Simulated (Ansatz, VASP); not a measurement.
# InAs: VASP beside Ansatz, part 2 of 2

Wanted: the spread between two codes on one cell, functional and k mesh.

VASP 6.6.1 and Ansatz 0.2.0.

So far: Starting point; VASP: band structure, HSE06.

## 3. Ansatz: band structure, HSE06

Level of this step: Ansatz beside VASP: Kohn-Sham DFT, plane waves, HSE06 (Ansatz).

Ansatz runs on its default PAW (the set named soft_2) files.

The same cell, functional, mesh and smearing now go to Ansatz, which takes its cutoff from its data sets.

Contents of input.yaml:

```yaml
crystal:
  lattice:
    - [0.0, 3.029, 3.029]
    - [3.029, 0.0, 3.029]
    - [3.029, 3.029, 0.0]
  atoms:
    - { symbol: In, position: [0.0, 0.0, 0.0] }
    - { symbol: As, position: [0.25, 0.25, 0.25] }
hamiltonian:
  xc: { exchange: pbe, correlation: pbe, exx: { coeff: 0.25, omega: 0.2 } }
  pseudopotentials: { kind: paw }
kpoints:
  mp_grid: { grid: [4, 4, 4] }
  band_path:
    path:
      - [0.0, 0.0, 0.0]
      - [0.5, 0.0, 0.5]
      - [0.5, 0.2, 0.7]
      - [0.4, 0.35, 0.75]
      - [0.15, 0.15, 0.3]
      - [0.2, 0.2, 0.2]
      - [0.55, 0.4, 0.55]
      - [0.6, 0.25, 0.65]
      - [0.5, 0.25, 0.75]
      - [0.5, 0.5, 0.5]
      - [0.375, 0.375, 0.75]
      - [0.5, 0.0, 0.5]
    npoints: 1
scf:
  occupations: { method: gaussian, width: 0.02 }
  n_extra_bands: 7
output:
  forces: true
  stress: true
  eigenvalues: true
  write_density: true
  write_potential: true
  elf: true
  volumetric_format: npy
```

Started as:

```sh
$ ansatz run input.yaml --threads 4 --pin off --max-ram 9216MiB --backend cpu --events-out ev --progress --plain --runs-dir out
```

Numbers of over 12 decimals in the logs are rounded to 6 here.

The log of the run:

```text
Warning: output.stress: scf.convergence.dr2_threshold = 1e-7 eV (the SCF's general default) is looser than the 2e-10 eV advised for a printed stress (1e-10 eV for each atom of the cell: 2). What an SCF threshold leaves in a stress goes as its square root, and in the free energy as the threshold itself, and one threshold admits the most on a small cell: [figures from the program's tests cut] Set scf.convergence.dr2_threshold to 2e-10 eV or tighter. The threshold is an SCF's pass mark: one that does not reach it within its budget of iterations ends unconverged, or closes short of it on a stop that the run arms, and scf.convergence.dr2_threshold's page says what that costs each kind of run
Warning: output.stress: scf.exx.energy_threshold = 1e-6 eV is looser than the 2e-8 eV advised for a stress under a hybrid functional (1e-8 eV for each atom of the cell: 2). Every SCF of the exchange loop can meet its threshold on dr2 while the loop round them stops early: no threshold on dr2 bounds what that leaves in the stress. Set scf.exx.energy_threshold to 2e-8 eV or tighter. The threshold is the loop's pass mark: a loop that does not reach it within its budget of cycles ends unconverged, and scf.exx.energy_threshold's page has the law
scf.n_extra_bands = 7 over 14 filled bands (N_el = 28.0): the run solves 21 bands
Engine: ansatz 0.2.0, aarch64-unknown-linux-gnu
Pseudopotentials: kind: paw
Pseudopotential: In, paw, valence charge 13, recommended cutoff 420 eV (normal), In.paw.azcp
Pseudopotential: As, paw, valence charge 15, recommended cutoff 420 eV (normal), As.paw.azcp
Functional definition: unnamed
  parameter a_1 = 0.25
  parameter omega_1 = 0.2/angstrom
  exchange = pbe_x + (-a_1)*pbe_x_sr(omega_1) + a_1*exact_x_sr(omega_1)
  correlation = pbe_c
Crystal: 2 atoms, lattice volume = 55.581 Å³
Basis set: ecut = 420 eV, 1067 PW (Γ), exchange–correlation on 60×60×60 points (8 copies of the dense FFT grid, shifted against one another)
Bands: 21, of which v1, the nominal top of the filled ones, is band 14 counted from 1 (13 counted from 0)
Symmetry: 24 space group operations
Space group: F-43m (ITA 216), of the structure as read, at distance tolerance 3.8e-5 Å
k-points: 8 of 64 (time reversal used)
Non-local potential: In, projectors of the file, l = 0: 2, l = 1: 2, l = 2: 2, l = 3: 2
Non-local potential: As, projectors of the file, l = 0: 2, l = 1: 2, l = 2: 3, l = 3: 1
PAW form: soft (Blöchl's): semilocal exchange-correlation on the pseudo side does not see the compensation charge
PAW frozen core: In, regenerated for the run's functional, and the local potential with it (the file was generated under x = pbe(κ = 0.804, μ = 0.219515), c = pbe(β = 0.066725))
PAW frozen core: As, regenerated for the run's functional, and the local potential with it (the file was generated under x = pbe(κ = 0.804, μ = 0.219515), c = pbe(β = 0.066725))
PAW one-centre angular grid: In, 590 points (default); XC on 64 Gauss nodes
PAW one-centre angular grid: As, 590 points (default); XC on 64 Gauss nodes
Initial density: superposition of atomic densities (neutral atoms: chi_scale 0, normalization atom), corrected by the library's trained network
Initial wavefunctions: pseudopotential atomic-orbital guess
Functional: x = pbe(κ = 0.804, μ = 0.219515), c = pbe(β = 0.066725), warm-up for x = pbe(κ = 0.804, μ = 0.219515) + 0.25 (exact − pbe) at short range (hse, ω = 0.2 Å⁻¹), c = pbe(β = 0.066725)
SCF iter   1: F=—  HF=-10454.296147 eV  |F-HF|=—  |Δ(HF+E_count)|=         —  Δρ=1.44e-3  dr2=2.07e-3  ethr=1.77e-3  ⟨swp⟩=13.4  Hψ=808  notcnv=0
preconditioner: auto → none  [insulator: Δε(μ)=0.914 eV  Ē_g=17.051 eV  σ=0.020 eV  W_gap=0.67  n_scr=14 (ndim 8)  ℏωp=21.1 eV  f_vac=0.107  D(μ)=2.41/eV (n_scr^D=14)]
iter 2 solved again at ethr=5.10e-7 eV; its pass at ethr=7.39e-6 eV (dr2=1.43e-4 eV) is discarded
SCF iter   2: F=—  HF=-10454.295749 eV  |F-HF|=—  |Δ(HF+E_count)|=   3.98e-4  Δρ=4.00e-4  dr2=1.43e-4  ethr=5.10e-7  ⟨swp⟩=2.5  Hψ=837  notcnv=0  defer=2
SCF iter   3: F=—  HF=-10454.295714 eV  |F-HF|=—  |Δ(HF+E_count)|=   3.52e-5  Δρ=1.48e-4  dr2=9.18e-6  ethr=5.09e-7  ⟨swp⟩=3.2  Hψ=363  notcnv=0  defer=1
SCF iter   4: F=—  HF=-10454.295738 eV  |F-HF|=—  |Δ(HF+E_count)|=   2.42e-5  Δρ=2.40e-5  dr2=3.40e-7  ethr=3.28e-8  ⟨swp⟩=3.6  Hψ=365  notcnv=0
SCF iter   5: F=—  HF=-10454.295738 eV  |F-HF|=—  |Δ(HF+E_count)|=   2.96e-7  Δρ=1.02e-5  dr2=2.62e-8  ethr=1.21e-9  ⟨swp⟩=3.6  Hψ=383  notcnv=0
SCF iter   6: F=—  HF=-10454.295738 eV  |F-HF|=—  |Δ(HF+E_count)|=   1.03e-7  Δρ=2.97e-6  dr2=4.15e-9  ethr=9.37e-11  ⟨swp⟩=4.0  Hψ=394  notcnv=0
SCF iter   7: F=-10454.295738 eV  HF=-10454.295738 eV  |F-HF|=1.00e-10  |Δ(HF+E_count)|=   1.08e-9  Δρ=5.40e-7  dr2=2.40e-10  ethr=1.48e-11  ⟨swp⟩=3.9  Hψ=379  notcnv=0
SCF 1 converged in 7 iterations: F = -10454.295738 eV  dr2 = 2.40e-10
  greatest PAW one-centre occupation: 0.999 electrons in one spin orbital (limit 2), on the As atom at site 1 (counted from 0), in its partial waves of l = 2
Initial density: handed on by an earlier stage of this run
Initial wavefunctions: those handed on with the density
Functional: x = pbe(κ = 0.804, μ = 0.219515) + 0.25 (exact − pbe) at short range (hse, ω = 0.2 Å⁻¹), c = pbe(β = 0.066725)
Exchange kernel: α = 0.2500, screened, ω = 0.2000 Å⁻¹, Wigner–Seitz truncation, v(0) = 1113.5170 eV·Å³, q-mesh 4×4×4, nearest image of the exchange supercell L = 17.13 Å, pair-density grid 18×18×18, without the augmentation charges, whose exchange is taken in its separable form by FFT convolution over the k-point mesh (sized by the pseudopotential files, 24×24×24 at the most), smooth part of the exact exchange by density-matrix convolution
Frozen-core exchange: fock
iter 1 solved again at ethr=4.16e-5 eV; its pass at ethr=1.00e-1 eV (dr2=1.16e-2 eV) is discarded
SCF iter   1: F=—  HF=-10459.539617 eV  |F-HF|=—  |Δ(HF+E_count)|=         —  Δρ=6.63e-3  dr2=1.38e-2  ethr=4.16e-5  ⟨swp⟩=5.2  Hψ=966  notcnv=0
preconditioner: auto → none  [insulator: Δε(μ)=0.394 eV  Ē_g=19.136 eV  σ=0.020 eV  W_gap=1.00  n_scr=14 (ndim 8)  ℏωp=21.1 eV  f_vac=0.105  D(μ)=0.00/eV (n_scr^D=0)]
[...]
SCF iter   3: F=—  HF=-10459.531005 eV  |F-HF|=—  |Δ(HF+E_count)|=   1.35e-4  Δρ=9.06e-4  dr2=1.29e-3  ethr=5.78e-6  ⟨swp⟩=2.0  Hψ=303  notcnv=0
SCF iter   4: F=—  HF=-10459.531006 eV  |F-HF|=—  |Δ(HF+E_count)|=   1.58e-6  Δρ=2.31e-4  dr2=1.08e-3  ethr=7.43e-7  ⟨swp⟩=3.4  Hψ=365  notcnv=0
SCF iter   5: F=—  HF=-10459.541705 eV  |F-HF|=—  |Δ(HF+E_count)|=   1.07e-2  Δρ=8.09e-4  dr2=2.36e-4  ethr=6.98e-8  ⟨swp⟩=5.0  Hψ=631  notcnv=0
SCF iter   6: F=—  HF=-10459.541630 eV  |F-HF|=—  |Δ(HF+E_count)|=   7.47e-5  Δρ=6.18e-5  dr2=1.90e-5  ethr=6.98e-8  ⟨swp⟩=4.0  Hψ=402  notcnv=0
SCF iter   7: F=-10459.541760 eV  HF=-10459.541763 eV  |F-HF|=3.03e-6  |Δ(HF+E_count)|=   1.33e-4  Δρ=1.07e-4  dr2=5.74e-6  ethr=2.43e-9  ⟨swp⟩=5.1  Hψ=609  notcnv=0
SCF 2 stopped early in 7 iterations: F = -10459.541760 eV  dr2 = 5.74e-6
hybrid outer 1: dexx = +1.220e-2 eV, tail = 7.60e-5 eV
Exchange kernel: α = 0.2500, screened, ω = 0.2000 Å⁻¹, Wigner–Seitz truncation, v(0) = 1113.5170 eV·Å³, q-mesh 4×4×4, nearest image of the exchange supercell L = 17.13 Å, pair-density grid 18×18×18, without the augmentation charges, whose exchange is taken in its separable form by FFT convolution over the k-point mesh (sized by the pseudopotential files, 24×24×24 at the most), smooth part of the exact exchange by density-matrix convolution
Frozen-core exchange: fock
SCF iter   1: F=—  HF=-10459.541958 eV  |F-HF|=—  |Δ(HF+E_count)|=         —  Δρ=6.06e-5  dr2=1.83e-6  ethr=1.36e-6  ⟨swp⟩=4.9  Hψ=359  notcnv=0
preconditioner: auto → none  [insulator: Δε(μ)=0.567 eV  Ē_g=19.120 eV  σ=0.020 eV  W_gap=1.00  n_scr=14 (ndim 8)  ℏωp=21.1 eV  f_vac=0.107  D(μ)=0.00/eV (n_scr^D=0)]
SCF iter   2: F=—  HF=-10459.541959 eV  |F-HF|=—  |Δ(HF+E_count)|=   2.30e-7  Δρ=2.26e-5  dr2=8.93e-7  ethr=4.08e-9  ⟨swp⟩=4.0  Hψ=498  notcnv=0
SCF iter   3: F=—  HF=-10459.541959 eV  |F-HF|=—  |Δ(HF+E_count)|=   3.56e-8  Δρ=5.18e-6  dr2=7.21e-7  ethr=6.50e-10  ⟨swp⟩=3.0  Hψ=361  notcnv=0
SCF iter   4: F=—  HF=-10459.541976 eV  |F-HF|=—  |Δ(HF+E_count)|=   1.70e-5  Δρ=1.06e-5  dr2=1.33e-7  ethr=2.92e-11  ⟨swp⟩=5.4  Hψ=630  notcnv=0  defer=2
SCF iter   5: F=-10459.541976 eV  HF=-10459.541976 eV  |F-HF|=1.52e-9  |Δ(HF+E_count)|=   5.47e-8  Δρ=2.22e-6  dr2=9.72e-9  ethr=2.92e-11  ⟨swp⟩=4.0  Hψ=466  notcnv=0
SCF 3 converged in 5 iterations: F = -10459.541976 eV  dr2 = 9.72e-9
  Residual-converged pass: ⟨swp⟩=2.0  Hψ=258  notcnv=0  max |occ|·‖R‖ = 2.2e-6 eV (tolerance 2.4e-6 eV)  dr2=9.73e-9  dr2_onsite=4.43e-10  max |Δocc| = 1.2e-96
hybrid outer 2: dexx = +8.494e-7 eV, tail = 3.79e-8 eV, Δε = 3.27e-3 eV (about 1.47e-4 eV left of the loop's levels)
NSCF: frozen V_eff on 12 k-points
hybrid SCF converged: 2 outer / 12 inner (+7 warm-up), last move |dexx| = 8.49e-7 eV, tail = 3.79e-8 eV
Stability not checked: this state was not tested for a lower state beside it, because the functional holds exact exchange (a hybrid, or Hartree-Fock), whose exchange loop this test does not read (fock_operator; see scf.lower_state_search)
Free energy (F): -10459.541976 eV
Frozen-core exchange: fock
Harris-Foulkes:  -10459.541976 eV  (|F-HF|=1.52e-9)
Internal energy: -10459.541976 eV  (E = F + TS)
E sigma→0 (E₀):  -10459.541976 eV
Fermi energy:    7.675575 eV
--- Per-component energies (eV) ---
  E_band       = -379.238117
  E_kinetic    = 346.684276
  E_local      = -3285.565616  (includes V_loc(G=0)·N_el)
  E_nonlocal   = -303.381137
  E_hartree    = 1592.373284
  E_xc         = -234.327259
  E_vxc        = -142.543619  (∫ρ·V_xc dr)
  E_exx        = -94.066836  (= α·E_x^exact, valence–valence)
  E_paw        = -5962.391909  (= ΣΔE_a)
  E_vpaw       = 8.951664  (= ΣTr[D̂ρ^β])
  E_aug_tail   = 0.000035  (compensation charges beyond the density's cutoff)
  E_ewald      = -2518.619559
  E_core_change = -0.247254  (= ΣΔE_core)
  E_smearing   = -0.000000  (= −TS)
  E_closure    = 0.000000  (closes the sum)
  Σ components = -10459.541976   (vs F -10459.541976, Δ=0.00e0)
--- Forces (eV/Å), atoms counted from 1 ---
  atom   1  In     0.00000000    -0.00000000     0.00000000
  atom   2  As    -0.00000000     0.00000000     0.00000000
  max |Σ_I F_I| component: 2.68e-16 eV/Å
--- Stress (GPa, compression-positive) ---
        1.659610       0.000000      -0.000000
       -0.000000       1.659610       0.000000
       -0.000000       0.000000       1.659610
  P = ⅓ Tr σ = 1.6596 GPa (16.596 kbar)
--- Band table (eV; the first three rows and the last of 8) ---
  k-point 0: bands = [... 10 lower, -5.5766, 7.3913, 7.3913, 7.3913, 7.9591, 12.0712, 12.0712, 12.0712, ... 3 higher]
  k-point 1: bands = [... 10 lower, -4.9251, 3.4978, 6.7821, 6.7821, 9.3720, 12.8293, 12.8293, 13.4237, ... 3 higher]
  k-point 2: bands = [... 10 lower, -3.9777, 1.1597, 6.3250, 6.3250, 9.0671, 12.8597, 12.8597, 15.1159, ... 3 higher]
  k-point 7: bands = [... 10 lower, -3.3223, 1.2559, 4.2090, 4.3230, 12.3975, 12.5412, 13.2847, 14.2549, ... 3 higher]
```

Elapsed: 23 s, on 4 threads of Arm Neoverse V1, shared host; peak memory 0.89 GiB; 84 s of CPU time.

## 4. Side by side

Known differences besides the potentials themselves: exact exchange at q = 0 is treated differently, which shows on coarse meshes; VASP keeps PBE cores, Ansatz makes them for the functional; the data sets hold 28 valence electrons in Ansatz (default PAW (the set named soft_2) files) and 18 in VASP; the cutoff is 420 eV in Ansatz and 400 eV in VASP; VASP takes a coarser grid for exact exchange (PRECFOCK = Fast). Total energies have different zeros and are not compared.

Compared:

```csv
quantity,Ansatz,VASP,difference
gap over the path points (eV),0.568,0.566,+0.002
```

Levels at points of the path, from each program's valence-band top (eV; 3 filled, then empty):

```csv
k (reciprocal lattice),Ansatz,VASP
0.000 0.000 0.000,0.00 0.00 0.00 0.57 4.68 4.68,0.00 0.00 0.00 0.57 4.69 4.69
0.500 0.000 0.500,-6.30 -2.51 -2.51 2.15 2.75 10.32,-6.29 -2.50 -2.50 2.16 2.76 10.31
0.500 0.200 0.700,-6.15 -3.12 -3.02 4.34 4.72 6.65,-6.14 -3.11 -3.01 4.35 4.73 6.65
0.400 0.350 0.750,-6.14 -3.50 -2.19 2.93 5.12 7.90,-6.13 -3.49 -2.18 2.94 5.12 7.90
0.150 0.150 0.300,-3.54 -1.55 -0.39 2.83 4.88 5.31,-3.53 -1.54 -0.38 2.83 4.89 5.31
0.200 0.200 0.200,-3.09 -0.44 -0.44 2.01 5.29 5.29,-3.09 -0.44 -0.44 2.01 5.29 5.29
0.550 0.400 0.550,-6.13 -2.31 -1.37 2.84 5.05 6.17,-6.12 -2.30 -1.36 2.84 5.06 6.18
0.600 0.250 0.650,-6.14 -3.50 -2.19 2.93 5.12 7.90,-6.13 -3.49 -2.18 2.94 5.12 7.90
0.500 0.250 0.750,-6.13 -3.18 -3.07 5.01 5.15 5.89,-6.12 -3.17 -3.06 5.01 5.15 5.90
0.500 0.500 0.500,-6.23 -1.07 -1.07 1.68 5.47 5.47,-6.22 -1.06 -1.06 1.68 5.47 5.47
```

Among the levels compared at these points, filled levels agree within 11 meV and empty ones within 11 meV.

## 5. What came out

| Item | Value |
| --- | --- |
| difference in gap over the path points (band structure, HSE06) | 0.0018 eV |

The difference in gap over the path points is 0.0018 eV (band structure, HSE06), within the 0.08 eV picked in this series as the mark of a large difference. Such differences can come from data sets, numerical settings and the points named under the comparisons, not from the functional's error against experiment.

[Lines on the potential files, build, host, timing and source positions are cut from VASP's logs without a mark.]

[Logs are printed without paths, hosts, clocks, repeated set-up lines and the standing remarks that a program may print on its own settings, such as how far it seeks lower states.]

[Hosts, paths, dates, database ids (printed as entryN), source tags and the programs' standing remarks are cut or masked in the printed files.]
